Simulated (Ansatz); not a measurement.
# Grüneisen parameters and expansion of BeS (F-43m), part 2 of 4

Aim: how the vibrations of BeS shift with volume, and the expansion that follows.

Measurements to reproduce:
- heat capacity C_P per formula unit 34.2 J/mol/K and bulk modulus 105 GPa near room temperature (given in “High-Throughput Prediction of Finite-Temperature Properties using the Quasi-Harmonic Approximation”, 2016, arXiv:1603.06924)

Ansatz 0.2.0; DFT LDA, scalar-relativistic, plane waves, PAW.

So far. Step 2 (A first coarse run): The start is under -3.2 GPa at this level and looks like an insulator or semiconductor on this mesh. Step 4 (Relaxing to small residual forces and stress): The residual pressure is -0.0033 GPa, small enough for phonons.

The database entry behind the starting cell differs from later determinations by our own check (0.1 to 0.3 % short, probably kX units), so it need not match the best structure at ambient conditions.

## (5) Lattice dynamics at this volume, V/V0 1

The same q-mesh and k-mesh are kept at every volume, so that much of their error can cancel in the differences.

input.yaml

```yaml
crystal:
  lattice:
    - [0.0, 2.3982014383, 2.3982014383]
    - [2.3982014383, 0.0, 2.3982014383]
    - [2.3982014383, 2.3982014383, 0.0]
  atoms:
    - { symbol: Be, position: [0.0, 0.0, 0.0] }
    - { symbol: S, position: [0.25, 0.25, 0.25] }
kpoints:
  mp_grid: { grid: [8, 8, 8] }
hamiltonian:
  xc: lda
scf:
  occupations: { method: fixed }
output:
  eigenvalues: true
phonons:
  method: dfpt
  dielectric: true
  rigid_motions: translations
  qmesh: [4, 4, 4]
  temperatures: { t_max: 1000, t_step: 50 }
  qpath:
    path:
      - [[0.0, 0.0, 0.0], [-0.5, -0.5, 0.0], [-0.375, -0.375, 0.25]]
      - [[-0.375, 0.0, 0.375], [0.0, 0.0, 0.0], [0.0, 0.0, 0.5], [-0.5, -0.25, 0.25], [-0.5, -0.5, 0.0]]
    npoints: 10
```

The run is started by

```sh
$ ansatz run input.yaml --threads 4 --pin off --max-ram 16384MiB --backend cpu --events-out ev --progress --plain --runs-dir out
```

Numbers of over 12 decimals in the logs are rounded to 6 here.

Log:

```text
Warning: phonons: the dynamical matrix that this run interpolates holds no multipole term above the dipole-dipole one, and a site of this crystal is no centre of inversion, so its interpolated transverse optical and acoustic branches and sound speeds can stay off near Gamma, and the density of states and the thermodynamics with them. What a run solves at a wave vector of phonons.qpoints, Gamma apart, where the deck admits one, is free of this, and under fd what a larger phonons.supercell samples
[...]
Crystal: 2 atoms, lattice volume = 27.586 Å³
Basis set: ecut = 420 eV, 537 PW (Γ), exchange–correlation on 48×48×48 points (8 copies of the dense FFT grid, shifted against one another)
Bands: 8, of which v1, the nominal top of the filled ones, is band 4 counted from 1 (3 counted from 0)
Symmetry: 24 space group operations
k-points: 95 of 512 (irreducible under 4 space group operations, time reversal used)
[...]
SCF iter   1: F=—  HF=-960.019929 eV  |F-HF|=—  |Δ(HF+E_count)|=         —  Δρ=4.63e-3  dr2=3.64e-3  ethr=1.77e-3  ⟨swp⟩=4.6  Hψ=5484  notcnv=0  defer=150
[...]
SCF iter   8: F=-960.018892 eV  HF=-960.018892 eV  |F-HF|=4.77e-12  |Δ(HF+E_count)|=  1.13e-10  Δρ=1.36e-7  dr2=6.15e-12  ethr=1.25e-12  ⟨swp⟩=6.9  Hψ=4222  notcnv=0
SCF 1 converged in 8 iterations: F = -960.018892 eV  dr2 = 6.15e-12
[...]
DFPT response loops at Γ: preconditioner auto → none (the input reference at scf.mixing.eps_inf says where Resta's filter doesn't serve); β = 0.50; Broyden in place of MSR1
── the response to a field inside a basis, on 8×8×8 k-points: an SCF that follows is theirs, and a resumed run solves both again ──
Bands: 5, of which v1, the nominal top of the filled ones, is band 4 counted from 1 (3 counted from 0)
k-points: 60 of 512 (irreducible under 6 space group operations, time reversal used)
[...]
Eigensolver: Dense (60 Hₖ)
SCF iter   1: F=—  HF=-960.018793 eV  |F-HF|=—  |Δ(HF+E_count)|=         —  Δρ=1.16e-4  dr2=5.48e-7  ethr=1.00e-1
[...]
SCF iter   3: F=-960.018794 eV  HF=-960.018794 eV  |F-HF|=7.18e-9  |Δ(HF+E_count)|=   1.52e-7  Δρ=5.39e-6  dr2=9.73e-9  ethr=1.64e-9
SCF 1 converged in 3 iterations: F = -960.018794 eV  dr2 = 9.73e-9
[...]
NSCF: frozen V_eff on 29 k-points
[...]
DFPT response loops at q = (0, 0, -0.5) (fractional): preconditioner auto → Resta (q_TF=auto, 2.220 Å⁻¹)  ε∞=4.6 (no band partly filled); β = 1.00, the filter's whole step (`scf.mixing.beta` (0.50) is not read by the response loops at its default; to damp them type it under 1.00, their step now; it binds the ground state too); Broyden in place of MSR1
[...]
SCF converged after 8 iterations
Free energy (F): -960.018892 eV
[...]
Internal energy: -960.018892 eV  (E = F + TS)
E sigma→0 (E₀):  -960.018892 eV
Fermi energy:    5.554332 eV
[...]
--- Band table (eV; the first three rows and the last of 95) ---
[...]
--- Phonons (Γ-DFPT): 2 representative perturbations + reference, on 95 of 512 k-points (Σ response iterations 5) ---
  k mesh reduced under 4 symmetry operations, with k and −k counted as one. Each operation leaves every solved perturbation unchanged. A smaller set is not considered because the run solves the response to a homogeneous field
  ASR residual: 9.822e-5 → 0.000e0 eV/Å²; symmetrization residual: 6.954e-8 eV/Å²
  ASR residual per site (eV/Å²): 1.75e-5 9.82e-5
  Γ frequencies (cm⁻¹): 0.00 0.00 0.00 592.90 592.90 592.90
  ε∞ (high-frequency dielectric tensor):
        5.428656    -0.000000    -0.000000
       -0.000000     5.428656     0.000000
       -0.000000     0.000000     5.428656
  ε⁰ (static dielectric tensor: ions relaxed, cell fixed):
        7.136998    -0.000000    -0.000000
       -0.000000     7.136998    -0.000000
       -0.000000    -0.000000     7.136998
  ε⁰ − ε∞ (ionic part):
        1.708343    -0.000000     0.000000
       -0.000000     1.708343    -0.000000
        0.000000    -0.000000     1.708343
  softest optical mode at Γ: 592.90 cm⁻¹; the repairs (sum rule, projections) moved no ω² at Γ by more than (0.92 cm⁻¹)²
  Born effective charges Z* (e; rows j = field, columns β = displacement):
    site 0:
         1.53896    0.00000    0.00000
        -0.00000    1.53896    0.00000
        -0.00000   -0.00000    1.53896
    site 1:
        -1.53896   -0.00000   -0.00000
         0.00000   -1.53896   -0.00000
         0.00000    0.00000   -1.53896
  Z* charge neutrality: 8.091e-5 e pre-enforcement
  solved inside a basis spanned on kpoints, on 8×8×8 k-points, its susceptibility summed on 12×12×12: ε∞ is read to err by 1.4e-2, Z* by 6.5e-3 e (field_mesh: kpoints solves on kpoints); Z* is corrected for what the basis lacks
  optical modes at Γ without the LO–TO term, one row a degenerate level:
      ω (cm⁻¹)  modes    IR ((D/Å)²/amu)
        592.90      3            23.3018
  optical modes at Γ + LO–TO along q̂ = [1.0000, 0.0000, 0.0000]:
      ω (cm⁻¹)  modes    IR ((D/Å)²/amu)
        592.90      2            15.5345
        679.82      1             7.7673
  optical modes at Γ + LO–TO along q̂ = [0.0000, 1.0000, 0.0000]:
      ω (cm⁻¹)  modes    IR ((D/Å)²/amu)
        592.90      2            15.5345
        679.82      1             7.7673
  optical modes at Γ + LO–TO along q̂ = [0.0000, 0.0000, 1.0000]:
      ω (cm⁻¹)  modes    IR ((D/Å)²/amu)
        592.90      2            15.5345
        679.82      1             7.7673
--- Phonons (arbitrary-q DFPT): 8 irreducible q on the 4×4×4 mesh ---
  q = [0.0000, 0.0000, 0.0000] (star 1, of the zone-centre solve; hermiticity 1.53e-8, symmetrization 2.93e-15): -0.00 -0.00 0.00 592.90 592.90 592.90
  q = [0.0000, 0.0000, 0.2500] (star 8, 2 solved perturbations on 288 of 512 k-point pairs; hermiticity 2.87e-8, symmetrization 4.34e-15): 124.53 124.53 258.55 580.31 580.31 658.58
[...]
q = [0.0000, 0.2500, 0.2500] (star 6, 4 solved perturbations in 528 linear systems a pass and spin channel, the states on 164 of 512 k-point pairs; hermiticity 1.86e-8, symmetrization 1.08e-14): 173.39 173.39 262.48 561.67 561.67 677.05
[...]
sum rule: each row above includes the acoustic sum rule's correction from the zone centre's row sums; it moved no ω² by more than (0.91 cm⁻¹)²
  mesh force constants: q→R imaginary residual 1.34e-18; ASR residual 9.822e-5 → 0.000e0 eV/Å²; symmetrization residual 7.105e-15 eV/Å²
  interpolated dispersion: 63 rows × 6 modes
  density of states and harmonic sums: on the 24×24×24 q-mesh, interpolated from the force constants of a 4×4×4 supercell (with the dipole–dipole term)
  largest difference from the sums on the solved wave vectors: F 8.65e-3 eV, S 1.27e-5 and C_V 4.00e-6 eV/K
  zero-point energy: 0.154776 eV/cell   skipped modes (ω ≤ 0): 3   left out of the sums: 3.62e-5 of the cell's modes: C_V's classical limit lies that fraction below 3 k_B per atom; for a crystal, a wire or a layer, F and S can be off by more, and a phonons.interpolated_qmesh denser along its periods is the remedy for the sampling
```

Elapsed: 17 s, on 4 threads of Arm Neoverse V2, shared host; peak memory 0.56 GiB.

Numbers from this step:

- Γ frequencies: 0, 0, 0, 592.9, 592.9, 592.9 cm⁻¹ (negative: imaginary)
- lowest frequency on the path: 0 cm⁻¹
- zero-point energy: 0.1548 eV/cell
- point group: -43m
- highest frequency: 679.8 cm⁻¹
- Debye temperature from the second moment: 843 K

LO-TO term included. The phonon branches at the labelled points (cm⁻¹):

```
    point  branch 1  branch 2  branch 3  branch 4  branch 5  branch 6
        Γ         0         0         0       593       593       680
  halfway       173       173       262       562       562       677
        X       230       230       378       541       541       675
  halfway       227       253       369       543       543       659
        U       220       294       348       547       548       628
jump to K       220       294       348       547       548       628
  halfway       146       204       270       576       580       639
        Γ         0         0         0       593       593       680
  halfway       124       124       259       580       580       659
        L       162       162       375       575       575       630
  halfway       206       251       355       556       575       606
        W       272       282       336       548       572       591
  halfway       250       251       361       545       547       644
        X       230       230       378       541       541       675
```

The phonon branches as a text plot (rows in cm⁻¹):

```
    666 |***************         ************                 ***
    637 |               ***     *            *******         *
    609 |                  *****                    *****  **
    581 |******              *******************************
    552 |      ****************                      ************
    524 |
    496 |
    467 |
    439 |
    411 |
    382 |           ****                        ****           **
    354 |         **    ***                    *    *****   ***
    326 |        *         ****               *          ***
    297 |       *        ****  *             *           *
    269 |      *        *    ** *           *          *******
    241 |           ****       * *                   ** *     ***
    212 |    **  ***    *****   *          *        * **
    184 |      **            **   **               ***
    156 |   ***                ***        *   *****
    127 |  *                     ****    *  **
     99 |   *                     ***      *
     71 | **                        **  * *
     42 | *                          *   *
     14 |*                            ***
         Γ           X  U|K            Γ         L        W     X
```

Tetrahedra on 24 24 24, mean over bins of 10 cm⁻¹. Phonon density of states against wavenumber; read off at these points:

```csv
wavenumber (cm⁻¹),phonon density of states (1/cm⁻¹/cell)
5,0
25,8.0e-5
45,3.2e-4
65,7.2e-4
75,9.8e-4
95,0.00168
115,0.00269
135,0.0043
155,0.00764
175,0.0133
185,0.0141
205,0.0161
225,0.0199
245,0.0136
265,0.0111
285,0.0112
295,0.00704
315,0.00533
335,0.0170
345,0.0227
355,0.0124
375,0.00166
395,0
405,0
425,0
445,0
465,0
485,0
505,0
515,0
535,0
555,0.0400
575,0.0641
595,0.00311
615,0.0189
625,0.0159
645,0.0112
665,0.00997
685,2.0e-5
```

Harmonic. Thermo, by row:

```
T (K)  F_vib (meV/atom)  S (J/mol-atom/K)  C_V (J/mol-atom/K)
    0             77.39                 0                   0
   50             77.35             0.354               1.162
  100              76.7             2.407               5.369
  150              74.7             5.375               9.473
  200             71.08             8.599               12.98
  250             65.79              11.8               15.72
  300             58.88             14.86               17.75
  350             50.43             17.71               19.25
  400             40.55             20.36               20.35
  450             29.36             22.81               21.18
  500             16.95             25.07               21.81
  550               3.4             27.17                22.3
  600            -11.19             29.13               22.69
  650            -26.77             30.96                  23
  700            -43.26             32.67               23.25
  750            -60.61             34.28               23.45
  800            -78.78              35.8               23.63
  850            -97.71             37.24               23.77
  900            -117.4              38.6               23.89
  950            -137.7              39.9                  24
 1000            -158.7             41.13               24.09
```

Phonopy on the run's constants, 21x21x21 mesh, Gaussian sigma 5.1 cm⁻¹. The modes by wavenumber; read off at these points; values in 1/cm⁻¹/cell:

```csv
wavenumber (cm⁻¹),Be,S
0.0,8.0e-6,2.0e-5
20.0,1.6e-5,5.1e-5
40.0,4.0e-5,1.6e-4
60.0,1.6e-4,5.7e-4
80.0,2.9e-4,0.00106
100.0,4.3e-4,0.00159
120.0,6.3e-4,0.00235
140.0,0.00104,0.00396
160.0,0.00201,0.00794
180.0,0.00274,0.0110
200.0,0.00306,0.0127
220.0,0.00350,0.0149
225.5,0.0038,0.0163
240.0,0.00275,0.0123
260.0,0.00202,0.00960
280.0,0.00184,0.00891
300.0,8.1e-4,0.00503
320.0,5.4e-4,0.00583
340.0,8.2e-4,0.0198
343.2,8.2e-4,0.0206
360.0,2.8e-4,0.00963
380.0,8.9e-6,7.4e-4
400.0,0,0
420.0,0,0
440.0,0,0
460.0,0,0
480.0,0,0
500.0,0,0
520.0,4.3e-7,0
540.0,0.0130,0.00330
560.0,0.0331,0.00754
574.2,0.0452,0.0105
580.0,0.0315,0.00761
600.0,0.00696,4.1e-4
614.9,0.0168,9.0e-4
620.0,0.0159,8.5e-4
640.0,0.0111,9.1e-4
660.0,0.00898,0.00107
680.0,0.00270,4.8e-4
700.0,0,0
```

Born charge (rows field, columns displacement) (e), principal values of the symmetric part by kind of site:

| atom | atoms with these values | low | middle | high | mean |
| --- | --- | --- | --- | --- | --- |
| Be1 | 1 | 1.54 | 1.54 | 1.54 | 1.54 |
| S2 | 1 | -1.54 | -1.54 | -1.54 | -1.54 |

In full for Be1:

```
1.54 0.00 0.00
0.00 1.54 0.00
0.00 0.00 1.54
```

ε∞:

```
5.43 0.00 0.00
0.00 5.43 0.00
0.00 0.00 5.43
```

No LO-TO term. Modes at Γ, with each element's share of the kinetic energy:

| mode | frequency (cm⁻¹) | symmetry | Be % | S % |
| --- | --- | --- | --- | --- |
| 1 | 0.0 | T2 | 22 | 78 |
| 2 | 0.0 | T2 | 22 | 78 |
| 3 | 0.0 | T2 | 22 | 78 |
| 4 | 592.9 | T2 | 78 | 22 |
| 5 | 592.9 | T2 | 78 | 22 |
| 6 | 592.9 | T2 | 78 | 22 |

Displacements in mode 6 (592.9 cm⁻¹), the largest set to 1:
```
Be1  0.00 -0.56  1.00
S2   0.00  0.16 -0.28
```

No mode is imaginary beyond numerical noise at the solved wavevectors.

## (6) A cell at another volume, V/V0 1.015

Symmetry fixes every atom, so a single point at the scaled cell gives the energy and pressure of this member.

The cell differs from the one that the last finished run ended in (a 3.392 → 3.408 Å, b 3.392 → 3.408 Å, c 3.392 → 3.408 Å).

input.yaml, the sections that differ from step 5:

```yaml
crystal:
  lattice:
    - [0.0, 2.4101329851, 2.4101329851]
    - [2.4101329851, 0.0, 2.4101329851]
    - [2.4101329851, 2.4101329851, 0.0]
  atoms:
    - { symbol: Be, position: [0.0, 0.0, 0.0] }
    - { symbol: S, position: [0.25, 0.25, 0.25] }
output:
  forces: true
  stress: true
  eigenvalues: true
# kpoints, hamiltonian, scf: as in step 5
# phonons: removed
```

Log:

```text
[...]
Crystal: 2 atoms, lattice volume = 28.000 Å³
Basis set: ecut = 420 eV, 537 PW (Γ)
Bands: 8, of which v1, the nominal top of the filled ones, is band 4 counted from 1 (3 counted from 0)
Symmetry: 24 space group operations
[...]
k-points: 29 of 512 (time reversal used)
[...]
SCF iter   1: F=—  HF=-960.018034 eV  |F-HF|=—  |Δ(HF+E_count)|=         —  Δρ=4.58e-3  dr2=3.61e-3  ethr=1.77e-3  ⟨swp⟩=4.6  Hψ=1674  notcnv=0  defer=44
[...]
SCF iter   6: F=-960.016951 eV  HF=-960.016951 eV  |F-HF|=1.55e-9  |Δ(HF+E_count)|=   3.54e-9  Δρ=2.35e-6  dr2=2.06e-9  ethr=2.71e-10  ⟨swp⟩=4.6  Hψ=1356  notcnv=0
SCF 1 converged in 6 iterations: F = -960.016951 eV  dr2 = 2.06e-9
[...]
SCF converged after 6 iterations
Free energy (F): -960.016951 eV
[...]
Internal energy: -960.016951 eV  (E = F + TS)
E sigma→0 (E₀):  -960.016951 eV
Fermi energy:    5.378719 eV
[...]
--- Stress (GPa, compression-positive) ---
       -1.482084      -0.000000      -0.000000
        0.000000      -1.482084       0.000000
       -0.000000       0.000000      -1.482084
  P = ⅓ Tr σ = -1.4821 GPa (-14.821 kbar)
--- Band table (eV; the first three rows and the last of 29) ---
[...]
```

Wall time 0.77 s (4 threads); peak memory 0.26 GiB.

Numbers from this step:

| Property | Result |
| --- | --- |
| pressure | -1.482 GPa |
| gap on the k-mesh | 2.858 eV |
| volume per atom | 14.00 Å³ |

At this level the gap is 2.86 eV on the k-mesh of the self-consistent run, which can miss the band edges.

## (7) Phonons, V/V0 1.015

Phonons at this volume give one point of F(V, T); meshes stay fixed along the series.

input.yaml, the sections that differ from step 6:

```yaml
output:
  eigenvalues: true
phonons:
  method: dfpt
  dielectric: true
  rigid_motions: translations
  qmesh: [4, 4, 4]
  temperatures: { t_max: 1000, t_step: 50 }
  qpath:
    path:
      - [[0.0, 0.0, 0.0], [-0.5, -0.5, 0.0], [-0.375, -0.375, 0.25]]
      - [[-0.375, 0.0, 0.375], [0.0, 0.0, 0.0], [0.0, 0.0, 0.5], [-0.5, -0.25, 0.25], [-0.5, -0.5, 0.0]]
    npoints: 10
# crystal, kpoints, hamiltonian, scf: as in step 6
```

Log:

```text
[...]
Crystal: 2 atoms, lattice volume = 28.000 Å³
Basis set: ecut = 420 eV, 537 PW (Γ), exchange–correlation on 48×48×48 points (8 copies of the dense FFT grid, shifted against one another)
Bands: 8, of which v1, the nominal top of the filled ones, is band 4 counted from 1 (3 counted from 0)
Symmetry: 24 space group operations
k-points: 95 of 512 (irreducible under 4 space group operations, time reversal used)
[...]
optical modes at Γ + LO–TO along q̂ = [0.0000, 1.0000, 0.0000]:
      ω (cm⁻¹)  modes    IR ((D/Å)²/amu)
        580.40      2            15.9052
        670.09      1             7.9526
  optical modes at Γ + LO–TO along q̂ = [0.0000, 0.0000, 1.0000]:
      ω (cm⁻¹)  modes    IR ((D/Å)²/amu)
        580.40      2            15.9052
        670.09      1             7.9526
--- Phonons (arbitrary-q DFPT): 8 irreducible q on the 4×4×4 mesh ---
[...]
interpolated dispersion: 63 rows × 6 modes
[...]
[key lines of the parts left out:]
SCF converged after 8 iterations
Free energy (F): -960.016954 eV
Fermi energy:    5.378698 eV
```

It took 17 s on 4 threads; peak memory 0.55 GiB.

LO-TO term included. Phonon branches along the path, in cm⁻¹:

```csv
point,branch 1,branch 2,branch 3,branch 4,branch 5,branch 6
Γ,0,0,0,580,580,670
halfway,173,173,258,548,548,667
X,230,230,372,526,526,665
halfway,228,253,363,528,528,649
U,220,293,343,533,534,618
jump to K,220,293,343,533,534,618
halfway,146,203,267,563,566,629
Γ,0,0,0,580,580,670
halfway,124,124,254,567,567,649
L,163,163,369,562,562,620
halfway,206,249,350,542,561,596
W,271,281,330,533,558,582
halfway,250,251,356,530,532,634
X,230,230,372,526,526,665
```

The phonon branches as a text plot (rows in cm⁻¹):

```
    656 |***************         ************                 ***
    628 |               ***     *            ******          *
    600 |                  *****                   ******  **
    572 |****                  ****************************
    544 |    *****       *******                   ***********
    517 |         *******                                     ***
    489 |
    461 |
    433 |
    405 |
    377 |           ****                        ****           **
    349 |         **    ***                    *    *****   ***
    321 |        *         ****               *          ***
    293 |       *        ****  *             *          ***
    265 |      *       **    ** *           *          * *****
    237 |         *******      * *                   ** *     ***
    209 |    ** **       ****   *          *        * **
    181 |      *             ***  **              ****
    154 |   ***                 **        *  ******
    126 |  *                     ****    *  *
     98 |   *                     ***      *
     70 | **                        **  * *
     42 | *                          *  **
     14 |*                            **
         Γ           X  U|K            Γ         L        W     X
```

No mode is imaginary beyond numerical noise at the solved wavevectors. The highest zone-centre mode (no LO–TO term) moved by -2.1 % for a volume change of +1.5 %.

[end of part 2 of 4]

[Logs are printed without paths, hosts, clocks, repeated set-up lines and the standing remarks that a program may print on its own settings, such as how far it seeks lower states.]

[Hosts, paths, dates, database ids (printed as entryN), source tags and the programs' standing remarks are cut or masked in the printed files.]

[A step with changed settings may run another functional than the one named; its input shows which.]

[Of the runs on displaced cells, only some may be shown.]
